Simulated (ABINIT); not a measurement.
# MgO (Fm-3m) in ABINIT: a series of runs

One crystal, MgO, is run at these levels: r2SCAN; tasks: single point.

Program: ABINIT 10.8.3 (patched build). These are calculated values, not measurements. Logs are shortened: lines on timing, memory, paths and dates and some standing lists are left out, and cuts for length are marked. The log counts tension as positive stress, the text compression.

**Measured values to compare with.**

“Electronic structure of alkaline earth and post-transition metal oxides”, 2009, arxiv:0908.1581 quotes, for a bulk crystal of MgO: band gap 7.83 eV.

The results are compared with them further down.

### Step 1. The crystal as given

Symmetry: Fm-3m, No. 225, cubic system. The conventional cell has a = 4.194 Å, b = 4.194 Å, c = 4.194 Å, α = 90.00°, β = 90.00°, γ = 90.00°. Mg (site symmetry m-3m) has 6 O at 2.10 Å as nearest neighbours. Around O (site symmetry m-3m) lie 6 Mg at 2.10 Å.

The cell is a database's computed one.

### Step 2. Single point, r2SCAN

The input, run.abi:

```
# Pseudopotentials
pp_dirpath "./"
pseudos "Mg.upf, O.upf"

# Structure
acell 5.6041865537 5.6041865537 5.6041865537
rprim
     0.0000000000     0.7071067812     0.7071067812
     0.7071067812     0.0000000000     0.7071067812
     0.7071067812     0.7071067812     0.0000000000
ntypat 2
znucl 12 8
natom 2
typat 1 2
xred
     0.0000000000     0.0000000000     0.0000000000
     0.5000000000     0.5000000000     0.5000000000

# Plane-wave basis
ecut 56.0

# k points
kptopt 1
ngkpt 11 11 11
nshiftk 1
shiftk 0.0 0.0 0.0

# Exchange and correlation
ixc -497498
usekden 1
nc_xccc_gspace 1
boxcutmin 3.0

# Bands and occupations
nband 12
occopt 3
tsmear 0.00183747

# SCF cycle
nstep 100
tolvrs 1.0e-9

# Output
iomode 3
prtwf 0
prteig 0
prtebands 0
enunit 1
prtden 1
prtvha 1
prtvclmb 1
prtpot 1
```

Potentials or basis: Ansatz NC r2SCAN.

Launch:

```
> mpirun --bind-to none -np 4 abinit run.abi > log 2>&1
```

run.abo:

```text
[... set-up lines left out ...]
 ETOT  1  -77.716875304706    -7.772E+01 1.261E-01 1.962E+03
 ETOT  2  -77.733757857925    -1.688E-02 5.751E-03 2.263E+03
 ETOT  3  -77.811911127860    -7.815E-02 2.913E-03 9.101E+01
 ETOT  4  -77.812043917772    -1.328E-04 9.591E-04 7.809E+00
 ETOT  5  -77.812048453260    -4.535E-06 1.432E-04 2.387E-01
 ETOT  6  -77.812055915278    -7.462E-06 2.774E-04 2.030E-02
 ETOT  7  -77.812055934470    -1.919E-08 2.831E-05 3.662E-03
 ETOT  8  -77.812055936292    -1.822E-09 3.934E-05 1.066E-04
 ETOT  9  -77.812055936445    -1.525E-10 6.016E-06 3.708E-06
 ETOT 10  -77.812055936449    -4.576E-12 1.740E-05 1.168E-07
 ETOT 11  -77.812055936451    -2.089E-12 2.679E-06 9.018E-10

 At SCF step   11       vres2   =  9.02E-10 < tolvrs=  1.00E-09 =>converged.

Result for kinetic energy density :

--------------------------------------------------------------------------------
 Total kinetic energy density [Ha/Bohr^3]
)     Maximum=    4.5317E+01  at reduced coord.    0.0000    0.0000    0.0000
)     Minimum=    6.1140E-03  at reduced coord.    0.2500    0.2500    0.2500
   Integrated=    4.6114E+01
--------------------------------------------------------------------------------

 Cartesian components of stress tensor (hartree/bohr^3)
  sigma(1 1)= -4.51647706E-05  sigma(3 2)=  0.00000000E+00
  sigma(2 2)= -4.51647706E-05  sigma(3 1)=  0.00000000E+00
  sigma(3 3)= -4.51647706E-05  sigma(2 1)=  0.00000000E+00

--- !ResultsGS
iteration_state: {dtset: 1, }
comment   : Summary of ground state results
lattice_vectors:
- [  0.0000000,   3.9627583,   3.9627583, ]
- [  3.9627583,   0.0000000,   3.9627583, ]
- [  3.9627583,   3.9627583,   0.0000000, ]
lattice_lengths: [   5.60419,    5.60419,    5.60419, ]
lattice_angles: [ 60.000,  60.000,  60.000, ] # degrees, (23, 13, 12)
lattice_volume:   1.2445798E+02
convergence: {deltae: -2.089E-12, res2:  9.018E-10, residm:  2.679E-06, diffor: null, }
etotal    :  -7.78120559E+01
entropy   :   0.00000000E+00
fermie    :   3.27022542E-01
cartesian_stress_tensor: # hartree/bohr^3
- [ -4.51647706E-05,   0.00000000E+00,   0.00000000E+00, ]
- [  0.00000000E+00,  -4.51647706E-05,   0.00000000E+00, ]
- [  0.00000000E+00,   0.00000000E+00,  -4.51647706E-05, ]
pressure_GPa:   1.3288E+00
xred      :
- [  0.0000E+00,   0.0000E+00,   0.0000E+00, Mg]
- [  5.0000E-01,   5.0000E-01,   5.0000E-01,  O]
cartesian_forces: # hartree/bohr
- [ -0.00000000E+00,  -0.00000000E+00,  -0.00000000E+00, ]
- [ -0.00000000E+00,  -0.00000000E+00,  -0.00000000E+00, ]
force_length_stats: {min:   0.00000000E+00, max:   0.00000000E+00, mean:   0.00000000E+00, }
...

 Integrated electronic density in atomic spheres:
 ------------------------------------------------
 Atom  Sphere_radius  Integrated_density
    1        2.00000          8.39492427
    2        2.00000          6.35879463
================================================================================

 ----iterations are completed or convergence reached----

 Mean square residual over all n,k,spin=   14.518E-09; max=  26.787E-07
 reduced coordinates (array xred) for    2 atoms
       0.000000000000      0.000000000000      0.000000000000
       0.500000000000      0.500000000000      0.500000000000
 rms dE/dt=  0.0000E+00; max dE/dt=  0.0000E+00; dE/dt below (all hartree)
    1       0.000000000000      0.000000000000      0.000000000000
    2       0.000000000000      0.000000000000      0.000000000000

 cartesian coordinates (angstrom) at end:
    1      0.00000000000000     0.00000000000000     0.00000000000000
    2      2.09700139131405     2.09700139131405     2.09700139131405

 cartesian forces (hartree/bohr) at end:
    1     -0.00000000000000    -0.00000000000000    -0.00000000000000
    2     -0.00000000000000    -0.00000000000000    -0.00000000000000
 frms,max,avg= 0.0000000E+00 0.0000000E+00   0.000E+00  0.000E+00  0.000E+00 h/b

 cartesian forces (eV/Angstrom) at end:
    1     -0.00000000000000    -0.00000000000000    -0.00000000000000
    2     -0.00000000000000    -0.00000000000000    -0.00000000000000
 frms,max,avg= 0.0000000E+00 0.0000000E+00   0.000E+00  0.000E+00  0.000E+00 e/A
 length scales=  5.604186553700  5.604186553700  5.604186553700 bohr
              =  2.965607807855  2.965607807855  2.965607807855 angstroms
 Fermi (or HOMO) energy (eV) =   8.89874   Average Vxc (eV)= -12.07967
 Eigenvalues (   eV  ) for nkpt=  56  k points:
 kpt#   1, nband= 12, wtk=  0.00075, kpt=  0.0000  0.0000  0.0000 (reduced coord)
 -69.73056  -34.84015  -34.84015  -34.84015  -12.93628    5.32833    5.32833    5.32833
  11.08595   22.28617   22.28617   22.28617
 prteigrs : prtvol=0 or 1, do not print more k-points.

--- !EnergyTerms
iteration_state     : {dtset: 1, }
comment             : Components of total free energy in Hartree
kinetic             :  4.61140740900584E+01
hartree             :  2.08145438836355E+01
xc                  : -1.46637864316476E+01
Ewald energy        : -4.75873828440363E+01
psp_core            :  1.45542166609851E+00
local_psp           : -6.43467117296077E+01
non_local_psp       : -1.95982145709521E+01
internal            : -7.78120559364513E+01
'-kT*entropy'       :  1.25294870812291E-15
total_energy        : -7.78120559364513E+01
total_energy_eV     : -2.11737390868065E+03
band_energy         : -1.29402672290602E+01
...

 Cartesian components of stress tensor (hartree/bohr^3)
  sigma(1 1)= -4.51647706E-05  sigma(3 2)=  0.00000000E+00
  sigma(2 2)= -4.51647706E-05  sigma(3 1)=  0.00000000E+00
  sigma(3 3)= -4.51647706E-05  sigma(2 1)=  0.00000000E+00

-Cartesian components of stress tensor (GPa)         [Pressure=  1.3288E+00 GPa]
- sigma(1 1)= -1.32879343E+00  sigma(3 2)=  0.00000000E+00
- sigma(2 2)= -1.32879343E+00  sigma(3 1)=  0.00000000E+00
- sigma(3 3)= -1.32879343E+00  sigma(2 1)=  0.00000000E+00

== END DATASET(S) ==============================================================
================================================================================

 -outvars: echo values of variables after computation  --------
            acell      5.6041865537E+00  5.6041865537E+00  5.6041865537E+00 Bohr
           etotal     -7.7812055936E+01
            fcart     -0.0000000000E+00 -0.0000000000E+00 -0.0000000000E+00
                      -0.0000000000E+00 -0.0000000000E+00 -0.0000000000E+00
            rprim      0.0000000000E+00  7.0710678120E-01  7.0710678120E-01
                       7.0710678120E-01  0.0000000000E+00  7.0710678120E-01
                       7.0710678120E-01  7.0710678120E-01  0.0000000000E+00
           strten     -4.5164770599E-05 -4.5164770599E-05 -4.5164770599E-05
                       0.0000000000E+00  0.0000000000E+00  0.0000000000E+00
           xangst      0.0000000000E+00  0.0000000000E+00  0.0000000000E+00
                       2.0970013913E+00  2.0970013913E+00  2.0970013913E+00
             xred      0.0000000000E+00  0.0000000000E+00  0.0000000000E+00
                       5.0000000000E-01  5.0000000000E-01  5.0000000000E-01
 Calculation completed.
```

Wall time 1.9 min (4 MPI ranks of Intel Xeon Platinum 8375C at 2.90GHz (Ice Lake), shared host); peak memory 0.6 GiB.

Results:

```yaml
Free_energy: -2117.3739 eV
Pressure: 1.3 GPa
Band_gap_on_the_k_mesh: 5.76 eV, direct
Valence_electrons_inside_the_program's_atomic_spheres: Mg 8.39; O 6.36
```

Levels at points of the mesh, in eV from the valence-band top:
| k point | band 5 | band 6 | band 7 | band 8 | band 9 | band 10 | band 11 | band 12 |
| --- | --- | --- | --- | --- | --- | --- | --- | --- |
| (0.00, 0.00, 0.00) | -18.26 | 0.00 | 0.00 | 0.00 | 5.76 | 16.96 | 16.96 | 16.96 |

### Step 3. Single point, r2SCAN

Edit run.abi of step 2 so:

```diff
@@ -2,3 +2,3 @@
 pp_dirpath "./"
-pseudos "Mg.upf, O.upf"
+pseudos "Mg_ONCV_PBE-1.2.upf, O_ONCV_PBE-1.2.upf"
 
@@ -19,3 +19,3 @@
 # Plane-wave basis
-ecut 56.0
+ecut 50.0
 
@@ -30,4 +30,2 @@
 usekden 1
-nc_xccc_gspace 1
-boxcutmin 3.0
 
@@ -52 +50,2 @@
 prtpot 1
+prtelf 1
```

Potentials or basis: SG15 NC PBE v1.2.

Launch:

```
> mpirun --bind-to none -np 4 abinit run.abi > log 2>&1
```

Wall time 29 s (4 MPI ranks of Intel Xeon Platinum 8375C at 2.90GHz (Ice Lake), shared host); peak memory 0.32 GiB.

Results (log left out):

```yaml
Free_energy: -1918.2688 eV
Pressure: 2.6 GPa
Band_gap_on_the_k_mesh: 5.66 eV, direct
Valence_electrons_inside_the_program's_atomic_spheres: Mg 8.39; O 6.38
```

Levels at points of the mesh, in eV from the valence-band top:
```tsv
k point	band 6	band 7	band 8	band 9	band 10	band 11
(0.00, 0.00, 0.00)	0.00	0.00	0.00	5.66	16.97	16.97
```

Caveat: the potentials were made for another functional, which shifts forces and pressure. r2SCAN opens gaps a little over a GGA but as a rule still falls short of measured ones.

### Step 4. Single point, r2SCAN

Edit run.abi of step 3 so:

```diff
@@ -2,3 +2,3 @@
 pp_dirpath "./"
-pseudos "Mg_ONCV_PBE-1.2.upf, O_ONCV_PBE-1.2.upf"
+pseudos "Mg.upf, O.upf"
 
@@ -30,2 +30,4 @@
 usekden 1
+nc_xccc_gspace 1
+boxcutmin 3.0
 
@@ -50,2 +52 @@
 prtpot 1
-prtelf 1
```

Potentials or basis: PseudoDojo NC SR PBE v0.4.1 standard.

Launch:

```
> mpirun --bind-to none -np 4 abinit run.abi > log 2>&1
```

Wall time 96 s (4 MPI ranks of Intel Xeon Platinum 8375C at 2.90GHz (Ice Lake), shared host); peak memory 0.52 GiB.

The run converged. Its results:

- Free energy: -2074.3221 eV
- Pressure: 2.4 GPa
- Band gap on the k mesh: 5.48 eV, direct
- Valence electrons inside the program's atomic spheres: Mg 8.39; O 6.36

Levels at points of the mesh, in eV from the valence-band top:
| k point | band 6 | band 7 | band 8 | band 9 | band 10 | band 11 |
| --- | --- | --- | --- | --- | --- | --- |
| (0.00, 0.00, 0.00) | 0.00 | 0.00 | 0.00 | 5.48 | 17.01 | 17.01 |

Caveat: a meta-GGA on potentials with a model core is unreliable; the potentials were made for another functional, which shifts forces and pressure.

### Step 5. Summary

```tsv
potentials or basis	cutoff (eV)	gap on the mesh (eV)	pressure (GPa)
Ansatz NC r2SCAN	1524	5.76	1.3
SG15 NC PBE v1.2	1361	5.66	2.6
PseudoDojo NC SR PBE v0.4.1 standard	1361	5.48	2.4
```

Alike in all rows: task single point; level r2SCAN; no spin polarisation; cell as given; k mesh 11 × 11 × 11; smearing fermi-dirac 0.05 eV.

Caveats: the potentials were made for another functional, which shifts forces and pressure (some runs); a meta-GGA on potentials with a model core is unreliable (some runs).

Absolute energies hang on the potentials; compare differences alone.

### Step 6. How close it comes

Step 2. A measured gap of MgO is 7.83 eV (quoted in “Electronic structure of alkaline earth and post-transition metal oxides”, 2009, arxiv:0908.1581); the calculated 5.76 eV misses it by -2.07 eV. The value is that of r2SCAN, without temperature or zero-point motion. The cell is a database's relaxed one, not the measured one, which moves gaps too.
